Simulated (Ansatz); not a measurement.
# Electric field gradients in ZnO

All numbers below come from DFT PBE, scalar-relativistic, plane waves, PAW in Ansatz. Plane waves to 420 eV; Γ-centred k mesh 12×12×6; fixed occupations. No spin polarisation.

Equilibrium structure at this level:
```yaml
crystal:
  lattice:
    - [3.27947, 0.00000, 0.00000]
    - [-1.63973, 2.84010, 0.00000]
    - [0.00000, 0.00000, 5.29373]
  atoms:
    - { symbol: Zn, position: [0.33333, 0.66667, 0.00151] }
    - { symbol: Zn, position: [0.66667, 0.33333, 0.50151] }
    - { symbol: O, position: [0.33333, 0.66667, 0.38059] }
    - { symbol: O, position: [0.66667, 0.33333, 0.88059] }
```

Question: Give V_zz (10²¹ V/m²) and the asymmetry η at each distinct site.

Answer:
```
       atom V_zz     η
Zn (atom 1)   0.413  0.00
 O (atom 3)  -0.101  0.00
```

Cost: 1 run of about 0.26 core-minutes, on Intel Xeon Platinum 8488C (Sapphire Rapids) (shared hosts).